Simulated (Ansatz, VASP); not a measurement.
# Ag in VASP and in Ansatz

```xyz
1
Lattice="0.0000 2.0736 2.0736 2.0736 0.0000 2.0736 2.0736 2.0736 0.0000" Properties=species:S:1:pos:R:3 pbc="T T T"
Ag    0.0000    0.0000    0.0000
```

Alike in both runs: task single point; functional PBE; k mesh 28 × 28 × 28; occupations gaussian, width 0.15 eV; no spin polarisation.

|  | VASP | Ansatz |
| --- | --- | --- |
| version | VASP 6.6.1 | Ansatz 0.2.0 |
| potentials or method | VASP PAW PBE potentials, release 64 (Ag) | scalar-relativistic, plane waves, PAW |
| plane-wave cutoff (eV) | 520 | 420 |
| valence electrons in the cell | 11 | 19 |

Ansatz gave:

* gap on the k mesh at the Fermi level (eV): none
* pressure (GPa): 0.0

What did VASP give for the same quantities?

gap on the k mesh at the Fermi level (eV): none; pressure (GPa): -0.1.

A gap of «none» marks a metal or a gap that the smearing closes. The two sets of potentials don't hold the same shells in valence.
